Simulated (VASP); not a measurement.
# O2 in VASP: settings compared, part 2 of 2

VASP 6.6.1. Earlier steps stand in the parts before.

## Step 4: Relaxation of the atoms, PBE, collinear spin, ferromagnetic start

Input file INCAR:

```
SYSTEM = O
ALGO = Normal
EDIFF = 1E-7
EDIFFG = -0.005
ENCUT = 520
GGA = PE
IBRION = 2
ISIF = 2
ISMEAR = 0
ISPIN = 2
ISYM = 0
LASPH = .True.
LCHARG = .False.
LORBIT = 11
LREAL = .False.
LWAVE = .False.
MAGMOM = 1 1
NELM = 100
NSW = 90
PREC = Accurate
SIGMA = 0.02
```

Input file KPOINTS:

```
k-points
0
Gamma
  1 1 1
  0 0 0
```

Input file POSCAR:

```
O
1.0
   10.0000000000      0.0000000000      0.0000000000
    0.0000000000     10.5000000000      0.0000000000
    0.0000000000      0.0000000000     11.0000000000
O
2
Direct
    0.5000000000      0.5000000000      0.4450000000
    0.5000000000      0.5000000000      0.5550000000
```

Potentials or basis: VASP PAW PBE potentials, release 64 (O).

Command:

```console
cat potpaw_PBE.64/O/POTCAR > POTCAR
mpirun -np 1 vasp_std > vasp.out
```

OUTCAR:

```text
SYSTEM = O
   EDIFF = 1E-7
   EDIFFG = -0.005
   ENCUT = 520
   GGA = PE
   IBRION = 2
   ISIF = 2
   ISMEAR = 0
   ISPIN = 2
   ISYM = 0
   LASPH = .True.
   LORBIT = 11
   LREAL = .False.
   NELM = 100
   NSW = 90
   PREC = Accurate

 ion  position               nearest neighbor table
   1  0.500  0.500  0.445-   2 1.21
   2  0.500  0.500  0.555-   1 1.21

IMPORTANT INFORMATION: All symmetrisations will be switched off!
NOSYMM: (Re-)initialisation of all symmetry stuff for point group C_1.

----------------------------------------------------------------------------------------

                                     Primitive cell

  volume of cell :    1155.0000

  direct lattice vectors                    reciprocal lattice vectors
    10.000000000  0.000000000  0.000000000     0.100000000  0.000000000  0.000000000
     0.000000000 10.500000000  0.000000000     0.000000000  0.095238095  0.000000000
     0.000000000  0.000000000 11.000000000     0.000000000  0.000000000  0.090909091

  length of vectors
    10.000000000 10.500000000 11.000000000     0.100000000  0.095238095  0.090909091

  position of ions in fractional coordinates (direct lattice)
     0.500000000  0.500000000  0.445000000
     0.500000000  0.500000000  0.555000000

  ion indices of the primitive-cell ions
   primitive index   ion index
                 1           1
                 2           2

----------------------------------------------------------------------------------------

 KPOINTS: k-points

Automatic generation of k-mesh.
 Grid dimensions read from file:
 generate k-points for:    1    1    1

 Generating k-lattice:

  Cartesian coordinates                     Fractional coordinates (reciprocal lattice)
     0.100000000  0.000000000  0.000000000     1.000000000  0.000000000  0.000000000
     0.000000000  0.095238095  0.000000000     0.000000000  1.000000000  0.000000000
     0.000000000  0.000000000  0.090909091     0.000000000  0.000000000  1.000000000

  Length of vectors
     0.100000000  0.095238095  0.090909091

  Shift w.r.t. Gamma in fractional coordinates (k-lattice)
     0.000000000  0.000000000  0.000000000

 Subroutine IBZKPT returns following result:
 ===========================================

 Found      1 irreducible k-points:

 Following reciprocal coordinates:
            Coordinates               Weight
  0.000000  0.000000  0.000000      1.000000
   k-points           NKPTS =      1   k-points in BZ     NKDIM =      1   number of bands    NBANDS=     11
   number of dos      NEDOS =    301   number of ions     NIONS =      2
   total plane-waves  NPLWV = 537600
   dimension x,y,z NGX =    80 NGY =   80 NGZ =   84
   dimension x,y,z NGXF=   160 NGYF=  160 NGZF=  168
   ions per type =               2
   NGX,Y,Z   is equivalent  to a cutoff of  13.30, 12.67, 12.70 a.u.
   NGXF,Y,Z  is equivalent  to a cutoff of  26.60, 25.33, 25.39 a.u.
 SYSTEM =  O
   PREC   = accura    normal or accurate (medium, high low for compatibility)
   ISTART =      0    job   : 0-new  1-cont  2-samecut
   ICHARG =      2    charge: 1-file 2-atom 10-const
   ISPIN  =      2    spin polarized calculation?
   LNONCOLLINEAR =      F non collinear calculations
   LSORBIT =      F    spin-orbit coupling
   LASPH  =      T    aspherical Exc in radial PAW
   ENCUT  =  520.0 eV  38.22 Ry    6.18 a.u.  18.59 19.52 20.45*2*pi/ulx,y,z
   NELM   =    100;   NELMIN=  2; NELMDL= -5     # of ELM steps
   EDIFF  = 0.1E-06   stopping-criterion for ELM
   LREAL  =      F    real-space projection
   EDIFFG = -.5E-02   stopping-criterion for IOM
   NSW    =     90    number of steps for IOM
   IBRION =      2    ionic relax: 0-MD 1-quasi-New 2-CG
   NFREE  =      1    steps in history (QN), initial steepest desc. (CG)
   ISIF   =      2    stress and relaxation
   ISYM   =      0    0-nonsym 1-usesym 2-fastsym
   POTIM  = 0.5000    time-step for ionic-motion
   TEBEG  =    0.0;   TEEND  =   0.0 temperature during run
   PSTRESS=    0.0 pullay stress
   NELECT =      12.0000    total number of electrons
   NUPDOWN=      -1.0000    fix difference up-down
   EMIN   =  10.00;   EMAX   =-10.00  energy-range for DOS
   EFERMI =   0.00;   METHOD = LEGACY
   ISMEAR =     0;   SIGMA  =   0.02  broadening in eV -4-tet -1-fermi 0-gaus
   EFERMI_NEDOS =   21; number of points for ismear=-14 and -15
   IALGO  =     38    algorithm
   IMIX   =      4    mixing-type and parameters
     AMIX     =   0.40;   BMIX     =  1.00
     AMIX_MAG =   1.60;   BMIX_MAG =  1.00
  volume/ion in A,a.u.               =     577.50      3897.16
  Fermi-wavevector in a.u.,A,eV,Ry     =   0.357225  0.675056  1.736231  0.127609
  Thomas-Fermi vector in A             =   1.274455
   LORBIT       =     11    0 simple, 1 ext, 2 COOP (PROOUT), +10 PAW based schemes
   GGA     = PE    functional components
   LHFCALC =     F    Hartree Fock is set to
   AEXX    =    0.0000 exact exchange contribution
   IVDW    =     0    specifies the selected vdW correction
   LEPSILON=     F    determine dielectric tensor
   LRPA    =     F    only Hartree local field effects (RPA)
 conjugate gradient relaxation of ions
 spin polarized calculation
 Gauss-broadening in eV      SIGMA  =   0.02
  energy-cutoff  :      520.00
  volume of cell :     1155.00
 maximum number of plane-waves:     31095
 NGX is ok and might be reduce to    80
   NGX = 37   NGY = 39   NGZ = 41

--------------------------------------- Ionic step        1  -------------------------------------------

 number of electron      11.9999998 magnetization       1.9999998

 Free energy of the ion-electron system (eV)
  ---------------------------------------------------
  ext. energy  EPLUGINS =         0.00000000
  ---------------------------------------------------
  free energy    TOTEN  =        -9.86410272 eV

  energy without entropy =       -9.86410272  energy(sigma->0) =       -9.86410272

------------------------ aborting loop because EDIFF is reached ----------------------------------------

  FORCE on cell =-STRESS in cart. coord.  units (eV):
  Direction    XX          YY          ZZ          XY          YZ          ZX
  --------------------------------------------------------------------------------------
  -------------------------------------------------------------------------------------
  Total       -0.0682867     -0.0704720      2.1295195      0.0000000     -0.0000001     -0.0000000
  in kB       -0.0947250     -0.0977564      2.9539981      0.0000000     -0.0000001     -0.0000001
  external PRESSURE =       0.9205056 kB  Pullay stress =       0.0000000 kB
[... 89 lines left out ...]
  FREE ENERGIE OF THE ION-ELECTRON SYSTEM (eV)
  ---------------------------------------------------
  free  energy   TOTEN  =        -9.8845809616 eV

  energy  without entropy=       -9.8845809616  energy(sigma->0) =       -9.88458096

[... ionic steps 4 to 13 ...]

--------------------------------------- Ionic step       14  -------------------------------------------

 number of electron      11.9999998 magnetization       1.9999999

------------------------ aborting loop because EDIFF is reached ----------------------------------------
[... 67 lines left out ...]
--------------------------------------- Ionic step       16  -------------------------------------------

 number of electron      11.9999998 magnetization       1.9999999

 Free energy of the ion-electron system (eV)
  ---------------------------------------------------
  ext. energy  EPLUGINS =         0.00000000
  ---------------------------------------------------
  free energy    TOTEN  =        -9.88465577 eV

  energy without entropy =       -9.88465577  energy(sigma->0) =       -9.88465577

 E-fermi :  -6.7578     XC(G=0):  -0.4894

 val. band max:       -6.9102627597   @ k =   0.0000   0.0000   0.0000
 cond. band min:      -4.6057833566   @ k =   0.0000   0.0000   0.0000
 fundamental gap:      2.3044794032
 Fermi energy:        -6.7578364724

 spin component 1

 k-point     1 :       0.0000    0.0000    0.0000
  band No.  band energies     occupation
      1     -32.4422      1.00000
      2     -20.5827      1.00000
      3     -13.3253      1.00000
      4     -13.2240      1.00000
      5     -13.2240      1.00000
      6      -6.9103      1.00000
      7      -6.9103      1.00000
      8      -0.2922      0.00000
      9       0.6639      0.00000
     10       0.9649      0.00000
     11       1.0187      0.00000
 Fermi energy:        -6.7578364724

 spin component 2

 k-point     1 :       0.0000    0.0000    0.0000
  band No.  band energies     occupation
      1     -31.2276      1.00000
      2     -18.7859      1.00000
      3     -12.4304      1.00000
      4     -11.3597      1.00000
      5     -11.3597      1.00000
      6      -4.6058      0.00000
      7      -4.6058      0.00000
      8      -0.1845      0.00000
      9       0.8982      0.00000
     10       1.0470      0.00000
     11       1.1358      0.00000
[... 27 lines left out ...]
  FREE ENERGIE OF THE ION-ELECTRON SYSTEM (eV)
  ---------------------------------------------------
  free  energy   TOTEN  =        -9.8846557654 eV

  energy  without entropy=       -9.8846557654  energy(sigma->0) =       -9.88465577

 reached required accuracy - stopping structural energy minimisation

 total charge

# of ion       s       p       d       tot
------------------------------------------
    1        1.611   3.276   0.000   4.887
    2        1.611   3.276   0.000   4.887
--------------------------------------------------
tot          3.223   6.552   0.000   9.774

 magnetization (x)

# of ion       s       p       d       tot
------------------------------------------
    1        0.010   0.801   0.000   0.811
    2        0.010   0.801   0.000   0.811
--------------------------------------------------
tot          0.020   1.602   0.000   1.622
```

Wall time 13 min (1 thread of AMD EPYC 9R14 (Zen 4), shared host); peak memory 1.3 GiB.

Results:

* Free energy: -9.8847 eV
* Energy gained by relaxing: 10.3 meV/atom
* Ionic steps: 16
* Gap between the frontier levels: 2.30 eV
* Net moment: 2.00 μB per cell
* Site moments: O +0.81 μB
* Valence electrons inside the program's atomic spheres: O 4.89

The path:
| step | energy change (eV) | largest force (eV/Å) | pressure (GPa) |
| --- | --- | --- | --- |
| 1 | 0.0000 | 1.8248 | 0.09 |
| 2 | 0.5711 | 6.4704 | -0.42 |
| 3 | -0.0205 | 0.1037 | -0.02 |
| 4 | -0.0206 | 0.0088 | -0.01 |
| 5 | -0.0205 | 0.0249 | -0.01 |
| 6 | -0.0205 | 0.0231 | -0.01 |
| 7 | -0.0206 | 0.0171 | -0.01 |
| 8 | -0.0206 | 0.0170 | -0.01 |
| 9 | -0.0206 | 0.0168 | -0.01 |
| 10 | -0.0206 | 0.0165 | -0.01 |
| 11 | -0.0206 | 0.0157 | -0.01 |
| 12 | -0.0206 | 0.0143 | -0.01 |
| 13 | -0.0206 | 0.0111 | -0.01 |
| 14 | -0.0206 | 0.0051 | -0.01 |
| 15 | -0.0206 | 0.0070 | -0.01 |
| 16 | -0.0206 | 0.0000 | -0.01 |

Final structure:
```cif
data_structure
_symmetry_space_group_name_H-M 'P 1'
_symmetry_Int_Tables_number 1
_cell_length_a 10.0000
_cell_length_b 10.5000
_cell_length_c 11.0000
_cell_angle_alpha 90.000
_cell_angle_beta 90.000
_cell_angle_gamma 90.000
_cell_volume 1155.00
loop_
_atom_site_label
_atom_site_type_symbol
_atom_site_fract_x
_atom_site_fract_y
_atom_site_fract_z
_atom_site_occupancy
O1 O 0.50000 0.50000 0.44395 1
O2 O 0.50000 0.50000 0.55605 1
```

Caveat: the standard files for N, O and F lose accuracy on very short bonds.

## Step 5: Relaxation of the atoms, PBE+D3(BJ), collinear spin, ferromagnetic start

INCAR: that of step 4 with these lines changed.

```diff
@@ -11,2 +11,3 @@
 ISYM = 0
+IVDW = 12
 LASPH = .True.
```

KPOINTS is that of step 4.

POSCAR is that of step 4.

Command:

```console
cat potpaw_PBE.64/O/POTCAR > POTCAR
mpirun -np 1 vasp_std > vasp.out
```

It took 12 min on 1 thread of AMD EPYC 9R14 (Zen 4), shared host; peak memory 1.2 GiB.

Results (log left out):

* Free energy: -9.8920 eV
* Energy gained by relaxing: 10.3 meV/atom
* Ionic steps: 16
* Gap between the frontier levels: 2.30 eV
* Net moment: 2.00 μB per cell
* Site moments: O +0.81 μB
* Valence electrons inside the program's atomic spheres: O 4.89
* Dispersion energy per atom: -0.004 eV

The path:
```csv
step,energy change (eV),largest force (eV/Å),pressure (GPa)
1,0.0000,1.8248,0.09
2,0.5710,6.4702,-0.42
3,-0.0205,0.1037,-0.02
4,-0.0206,0.0088,-0.01
5,-0.0205,0.0249,-0.01
6,-0.0205,0.0231,-0.01
7,-0.0206,0.0171,-0.01
8,-0.0206,0.0170,-0.01
9,-0.0206,0.0168,-0.01
10,-0.0206,0.0165,-0.01
11,-0.0206,0.0157,-0.01
12,-0.0206,0.0143,-0.01
13,-0.0206,0.0111,-0.01
14,-0.0206,0.0051,-0.01
15,-0.0206,0.0070,-0.01
16,-0.0206,0.0000,-0.01
```

Final structure:
```
O
1.0
    10.00000    0.00000    0.00000
     0.00000   10.50000    0.00000
     0.00000    0.00000   11.00000
O
2
Direct
  0.50000 0.50000 0.44395
  0.50000 0.50000 0.55605
```

Levels at points of the mesh, in eV from the valence-band top:
Spin up:
```csv
k point,band 5,band 6,band 7,band 8,band 9,band 10
"(0.00, 0.00, 0.00)",-6.31,0.00,0.00,6.62,7.57,7.88
```
Spin down:
```
           k point  band 2  band 3  band 4  band 5  band 6  band 7  band 8  band 9
(0.00, 0.00, 0.00)  -11.88   -5.52   -4.45   -4.45    2.30    2.30    6.73    7.81
```

Caveat: the standard files for N, O and F lose accuracy on very short bonds.

## Step 6: Relaxation of the atoms, PBEsol, collinear spin, ferromagnetic start

INCAR: that of step 5 with these lines changed.

```diff
@@ -4,4 +4,4 @@
 EDIFFG = -0.005
-ENCUT = 520
-GGA = PE
+ENCUT = 300
+GGA = PS
 IBRION = 2
@@ -11,3 +11,2 @@
 ISYM = 0
-IVDW = 12
 LASPH = .True.
```

KPOINTS is that of step 5.

POSCAR is that of step 5.

Potentials or basis: VASP PAW PBE potentials, release 64 (O).

Command:

```console
cat potpaw_PBE.64/O/POTCAR > POTCAR
mpirun -np 1 vasp_std > vasp.out
```

Run time: 3.5 min. Hardware: 1 thread of AMD EPYC 9R14 (Zen 4), shared host; peak memory 0.59 GiB.

The run converged, but a check on its numbers failed (symmetry, net force, bounds or a known fault of this set-up), so they aren't taken as properties of the molecule.

Caveat: the cutoff lies under the usual one of these potentials, so the numbers hold a large basis-set error; the standard files for N, O and F lose accuracy on very short bonds; the PAW data sets were made with another functional, which shifts forces and pressure a little.

## Step 7: Summary

| level | potentials or basis | gap on the mesh (eV) | moment (μB) |
| --- | --- | --- | --- |
| PBEsol | VASP PAW PBE potentials, release 64 (O) | 2.26 | 2.00 |
| LDA | VASP PAW LDA potentials, release 64 (O) | 1.97 | 2.00 |
| PBE | VASP PAW PBE potentials, release 64 (O) | 2.30 | 2.00 |
| PBE+D3(BJ) | VASP PAW PBE potentials, release 64 (O) | 2.30 | 2.00 |

Alike in all rows: task relaxation of the atoms; spin collinear, ferromagnetic start; cell atoms relaxed; k mesh 1 × 1 × 1; cutoff (eV) 520; smearing gaussian 0.02 eV.

Caveats: the standard files for N, O and F lose accuracy on very short bonds; the PAW data sets were made with another functional, which shifts forces and pressure a little (some runs).

Total energies depend on the potentials used, so only differences within one code and one set of settings carry meaning.
